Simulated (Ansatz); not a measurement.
**FeSi: single point with PBEsol**

The system is FeSi.

```
Fe Si
1.0
     4.55070    0.00000    0.00000
     0.00000    4.55070    0.00000
     0.00000    0.00000    4.55070
Fe Si
4 4
Direct
  0.86667 0.64196 0.36374
  0.63890 0.35294 0.85246
  0.36268 0.85148 0.63275
  0.14092 0.13403 0.13189
  0.16086 0.33074 0.66556
  0.34077 0.66096 0.16681
  0.65230 0.15037 0.32825
  0.84842 0.84139 0.84276
```

The cell isn't the ideal one: atoms moved at random, drawn with an rms of 0.05 Å.

- Program: Ansatz 0.2.0
- Task: single point
- Functional: PBEsol
- Potentials or basis: Ansatz PAW
- Cutoff: 420 eV (not typed: the program's choice for these potentials)
- k mesh: 6 × 6 × 6
- Occupations: fermi-dirac, width 0.05 eV
- Spin: collinear spin, ferromagnetic start
- Starting moments: [3.0, 3.0, 3.0, 3.0, 0.0, 0.0, 0.0, 0.0] μB

| Item | Value |
| --- | --- |
| Pressure | -16.8 GPa |
| Largest force | 1.025 eV/Å |
| Band gap on the k mesh | none (metal or under the smearing width) |
| Net moment | 3.40 μB per cell |
| Absolute moment | 4.19 μB per cell |
| Site moments | Fe +1.00, +0.96, +0.78; Si -0.04, -0.05 μB |

Forces on the atoms (eV/Å):
```
Fe  -0.164 -0.645  0.049
Fe  -0.063  0.544  0.393
Fe   0.354  0.371  0.332
Fe  -0.216 -0.015  0.377
Si  -0.317  0.352 -0.611
Si   0.384 -0.589 -0.746
Si   0.228  0.193  0.335
Si  -0.206 -0.211 -0.128
```

Stress tensor (GPa, compression positive):
```
-16.81   0.09   0.24
  0.09 -17.67   0.17
  0.24   0.17 -15.87
```

Levels at points of the mesh, in eV from the Fermi level:
Spin up:
| k point | band 40 | band 41 | band 42 | band 43 | band 44 | band 45 |
| --- | --- | --- | --- | --- | --- | --- |
| (0.00, 0.00, 0.00) | -0.63 | 0.08 | 0.13 | 0.17 | 2.44 | 2.52 |
| (0.00, 0.00, -0.50) | -0.50 | -0.35 | -0.30 | 1.21 | 1.24 | 1.52 |
| (0.00, -0.50, 0.00) | -0.50 | -0.31 | -0.29 | 1.10 | 1.25 | 1.55 |
| (0.00, -0.50, -0.50) | -0.82 | 0.09 | 0.14 | 0.71 | 0.74 | 2.08 |
| (-0.50, 0.00, 0.00) | -0.50 | -0.34 | -0.30 | 1.12 | 1.19 | 1.47 |
| (-0.50, 0.00, -0.50) | -0.83 | 0.13 | 0.17 | 0.69 | 0.69 | 2.05 |
| (-0.50, -0.50, 0.00) | -0.83 | 0.08 | 0.18 | 0.62 | 0.71 | 2.08 |
| (-0.50, -0.50, -0.50) | -0.90 | -0.15 | -0.11 | -0.09 | -0.01 | 4.95 |
Spin down:
```csv
k point,band 34,band 35,band 36,band 37,band 38,band 39,band 40,band 41,band 42,band 43
"(0.00, 0.00, 0.00)",-1.55,-1.49,0.01,0.05,0.11,0.26,0.31,1.03,1.09,1.11
"(0.00, 0.00, -0.50)",-1.32,-0.79,-0.75,-0.07,-0.03,0.31,0.35,0.58,0.66,1.97
"(0.00, -0.50, 0.00)",-1.39,-0.77,-0.75,-0.05,0.00,0.27,0.34,0.63,0.66,1.85
"(0.00, -0.50, -0.50)",-0.96,-0.74,-0.72,-0.59,-0.53,-0.06,0.05,0.94,1.01,1.49
"(-0.50, 0.00, 0.00)",-1.36,-0.75,-0.72,-0.04,0.00,0.31,0.35,0.62,0.67,1.85
"(-0.50, 0.00, -0.50)",-0.89,-0.75,-0.73,-0.63,-0.56,0.00,0.05,0.97,1.01,1.46
"(-0.50, -0.50, 0.00)",-0.85,-0.73,-0.71,-0.66,-0.58,-0.08,0.04,0.97,1.00,1.45
"(-0.50, -0.50, -0.50)",-0.44,-0.37,-0.32,-0.30,-0.22,-0.21,-0.15,0.82,0.84,0.87
```

Run time: 70 s on 4 threads of Arm Neoverse V2 (shared host), peak memory 1.1 GiB.

Caveat: the PAW data sets come from PBE, with cores solved anew for the run's functional, which leaves a small shift of forces and pressure.
